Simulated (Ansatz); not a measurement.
TePb:

```
CELL_PARAMETERS angstrom
0.00000 3.23100 3.23100
3.23100 0.00000 3.23100
3.23100 3.23100 0.00000
ATOMIC_POSITIONS crystal
Pb 0.00000 0.00000 0.00000
Te 0.50000 0.50000 0.50000
```

- Program: Ansatz 0.2.0
- Task: relaxation of cell and atoms
- Functional: RPBE
- Potentials or basis: Ansatz PAW
- Cutoff: 420 eV (not typed: the program's choice for these potentials)
- k mesh: 7 × 7 × 7
- Occupations: fermi-dirac, width 0.05 eV
- Spin: no spin polarisation

At the start: volume 33.73 Å³/atom.

Task: Where does the relaxation end?

Result: It ends after 5 steps and the volume is 36.84 Å³/atom (+9.2 %); space group Fm-3m (No. 225, to 0.05 Å).

The path:
```tsv
step	energy change (eV)	largest force (eV/Å)	volume (Å³)
1	0.0000	0.0000	67.46
2	-0.0615	0.0000	75.08
3	-0.0643	0.0000	73.88
4	-0.0644	0.0000	73.69
5	-0.0652	0.0000	73.69
```

Final structure:
```
CELL_PARAMETERS angstrom
0.00000 3.32756 3.32756
3.32756 0.00000 3.32756
3.32756 3.32756 0.00000
ATOMIC_POSITIONS crystal
Pb 0.00000 0.00000 0.00000
Te 0.50000 0.50000 0.50000
```

Caveat: the plane-wave basis is chosen anew once the cell has moved, so the energies of steps on either side of that aren't comparable; the PAW data sets come from PBE, with cores solved anew for the run's functional, which leaves a small shift of forces and pressure.
